**Q:** I picture a band gap as the space left between two bands. Pull the atoms apart, the bands get narrower, and the gap ought to open. Does cubic HfO2 behave like that?

G0W0 gaps of cubic HfO2 (Fm-3m) at several volumes, computed with Yambo 5.3.0 on Quantum ESPRESSO PBEsol states, without spin-orbit coupling. All cells use a 4 × 4 × 4 k mesh, a plasmon-pole model, 162 bands, a 12 Ry screening block, PseudoDojo 0.4.1 SR PBEsol standard potentials and a plane-wave cutoff of 1142.88 eV.

```tsv
volume (Å³/atom)	shortest distance (Å)	qp gap (eV)	ks gap same states (eV)	qp gap at gamma (eV)
9.814	2.122	5.655	3.965	6.654
10.260	2.154	5.512	3.853	6.507
10.706	2.185	5.396	3.745	6.371
11.152	2.215	5.239	3.641	6.210
11.598	2.244	5.076	3.540	6.036
12.044	2.272	4.945	3.441	5.891
```

**A:** It does the opposite. The column "ks gap same states" is the PBEsol gap, and "qp gap" is the quasiparticle gap after the G0W0 correction, which estimates the cost of adding an electron and removing one. Both fall each time the cell grows. From the smallest cell to the largest, the PBEsol gap loses 0.52 eV and the quasiparticle gap 0.71 eV.

The cell at 11.152 Å³ per atom is the reference. The three before it are squeezed and the two after it are stretched, equally in all directions. The crystal is held cubic, and the gap stays at the same point of reciprocal space, called X. We are therefore following one gap, with no switch from one kind of gap to another.

**Q:** So do the bands fail to narrow?

**A:** They do narrow, and your argument is right as far as it goes. Take two filled and two empty levels at X, including the two that bound the gap. The gap is the distance between the centres of the two pairs, less half the sum of their splittings. Over the series those half-splittings shrink by 0.46 eV together, which alone would open the gap by that amount.

The centres, however, approach each other by 0.98 eV. The difference, 0.98 − 0.46 = 0.52 eV, is the fall of the PBEsol gap. Four levels at one point are only a sample of the bands, but they show where your picture is incomplete. It lets the widths change and keeps the centres fixed.

**Q:** What brings the centres together?

**A:** Think first of where the electrons are. In this oxide the filled edge is mainly O 2p and the empty edge mainly Hf 5d. That is established chemistry, although these calculations did not resolve the levels into atomic parts. Exciting an electron across the gap thus moves it, roughly speaking, from oxygen to hafnium.

An electron on oxygen has positive hafnium ions as nearest neighbours, and their attraction lowers its energy. An electron on hafnium is surrounded by eight negative oxygen ions, and their repulsion raises its energy. The field of the ions therefore holds the two kinds of level apart. When the crystal expands, all distances grow, the field weakens, and the levels move towards each other.

**Q:** A chemist would give me another reason. The Hf 5d level is pushed up by antibonding overlap with oxygen, and longer bonds weaken that push. Why prefer the field?

**A:** That push may well contribute at X. There is, however, a place where it can be switched off by symmetry. At the point called Γ, every unit cell carries the wave with the same phase. In a cube of eight oxygens the lower hafnium d orbitals are the pair that points towards the cube faces, away from the oxygens at the corners. At Γ the overlaps of this pair with the oxygen 2s and 2p orbitals cancel exactly.

The two lowest empty bands at Γ do come out degenerate, as this assignment requires. The next band was not examined, so this alone does not exclude a triplet. The case for the pair rests on the usual order of d levels in a cube of negative ions. If losing the antibonding push were essential, the gap at Γ should hardly react. Yet the PBEsol gap there falls by 0.57 eV, slightly more than at X. The column "qp gap at gamma" falls as well, by 0.76 eV.

So the gap can close without that push on the empty level. This makes the ionic field a good candidate but does not prove it, because direct overlap between hafnium d orbitals, and any bonding that lowers the filled level, also weaken as the crystal expands. The calculations do not separate these effects.

**Q:** Can you at least estimate the field effect?

**A:** Yes, with the crudest model: point charges of +4 on hafnium and −2 on oxygen. Let $d$ be the shortest Hf–O distance and $k = 14.4$ eV Å the Coulomb constant for two unit charges. The lattice sum $M$ of this structure is roughly 5.0, a recalled value. The electrostatic energy of one HfO2 unit is then $-4Mk/d$.

The same energy is half the sum of each charge times the potential at its site. For one Hf and two O this comes to twice the potential difference between the sites, so an electron moved from an O site to an Hf site climbs a step of

$$
S = \frac{2Mk}{d} \approx \frac{144\ \text{eV Å}}{d}.
$$

Between the smallest and the largest cell, $d$ grows from 2.122 to 2.272 Å. The step changes by

$$
\Delta S \approx 144\left(\frac{1}{2.272}-\frac{1}{2.122}\right)\ \text{eV} \approx -4.5\ \text{eV}.
$$

**Q:** But the PBEsol gap lost only half an electronvolt.

**A:** The model gets the direction right and the size wrong by a factor of about nine. This failure is worth understanding. Real hafnium and oxygen share charge, so the ions carry less than +4 and −2. The Hf 5d orbital is also no point at the centre of the cube. It spreads out towards its neighbours, where the potential differs much less from that on oxygen. Finally, the narrowing of the bands takes back part of the closing, as we saw at X.

Use the ionic picture, then, as a first guess at which way the centres move. Do not use it to predict how many electronvolts the gap will change.

**Q:** I work on gate dielectrics, where HfO2 separates the gate from the channel. Does this matter for a film under strain?

**A:** It matters modestly. The room for the two barriers, one against electrons and one against holes, is the gap of HfO2 less that of the channel. Over the whole series the quasiparticle gap falls by about 3.5 eV per unit of the logarithm of the volume. One per cent more volume therefore costs about 0.035 eV of that room, and PBEsol alone would give about 0.026 eV.

How the loss is shared between the two barriers cannot be read from these gaps. That would need the levels of film and channel on a common energy scale. A film clamped to a substrate is also strained differently along and across its plane, and at ambient conditions bulk HfO2 is monoclinic. The figures are thus a guide to the volume effect in the cubic crystal.

**Q:** Why does G0W0 make the fall steeper? I was told that a smaller gap means stronger screening, and hence a smaller correction.

**A:** The correction does become smaller, from 1.69 eV in the smallest cell to 1.50 eV in the largest. About three quarters of the quasiparticle trend is therefore already present in PBEsol, and the shrinking correction supplies the rest. Your explanation is reasonable, but expansion also thins out the electrons that do the screening, which works the other way. This calculation gives your explanation only partial support.

G0W0 removes the approximate exchange-correlation potential of PBEsol from each level. In its place it puts exact exchange and a correlation term that contains the screening. Between the two edges, the exchange difference grows by 0.08 eV. The difference in the PBEsol potential, which is subtracted, grows by 0.20 eV. Replacing one by the other thus adds 0.12 eV less to the gap in the largest cell than in the smallest.

The correlation difference falls by a further 0.07 eV, which has the sign that stronger screening would give. Screening may therefore play a part. Between the end cells the larger share comes from exchange measured against the PBEsol potential. Its lead of about 0.05 eV, however, is no bigger than the jumps of the exchange difference from one cell to the next, so the order is not secure. Each level's correction is also scaled by a factor of about 0.8, which drops a little on expansion. All this is bookkeeping. It does not tell why the PBEsol potential changes more at the empty edge than at the filled one.

**Q:** The quasiparticle gap goes down in uneven steps. Is something happening in the crystal near 10.706 or 11.598?

**A:** Not in the crystal. It was held cubic, and in this structure symmetry fixes the place of every atom. Nor do the PBEsol gaps hint at a change in the electrons. Their steps shrink gently from 0.112 to 0.099 eV, largely because the same added volume is a smaller fraction of a larger cell. A change in the electronic state should disturb that sequence too. Only the G0W0 correction is uneven: it barely moves on the way to 10.706 and drops by 0.06 eV on the way to 11.598.

The largest drop stands out because of the exchange term. At the filled edge this term rises by 0.21 eV on the way to 11.598 and by only 0.06 eV in the next step. The PBEsol potential at the same edge rises by about 0.10 eV both times. At 10.706 the exchange term rises less than in the steps before and after. The filled level is left a little too low there, which keeps the gap a little too wide. The PBEsol potential at the empty edge also rises less in this step than in the steps before and after, so less is subtracted from the gap. That adds an effect comparable with the net one from exchange, and these runs do not show its cause.

For the exchange part, the likely culprit is numerical. The exchange term contains a Coulomb interaction that diverges at long wavelength, and here it is integrated by random sampling on a coarse mesh. An error there is expected to shift all filled levels nearly alike, and the filled levels in the output, at X and at Γ, do share the large rise and the small one after it. I have no second run with a finer mesh to confirm the cause. Until there is one, I would give no physical meaning to differences of a few hundredths of an electronvolt between steps.

**Q:** Suppose I have another oxide and want to guess the sign before calculating anything. What should I ask?

**A:** Ask first which ion holds each edge. If the filled edge sits on the anion and the empty edge on the cation, expansion weakens the field that separates them, and this works to close the gap. Then ask how wide the bands are, because their narrowing works to open it. For the four levels at X in cubic HfO2, the approach of the centres is about twice as large as the effect of the narrowing, so the gap closes. In a material with wider bands the balance has to be worked out afresh.

**Q:** And which of your numbers would you check first?

**A:** The extra slope from G0W0. The absolute gaps are provisional, since the bands, cutoffs and mesh are not converged and spin-orbit coupling is left out. The slope has a weakness of its own: every cell used the same number of bands, and in a larger cell these reach less far up in energy. Part of the shrinking correction could come from that. Whether the quasiparticle gap still falls more steeply than the PBEsol gap when every cell is converged separately is the question I would put to the next calculation.
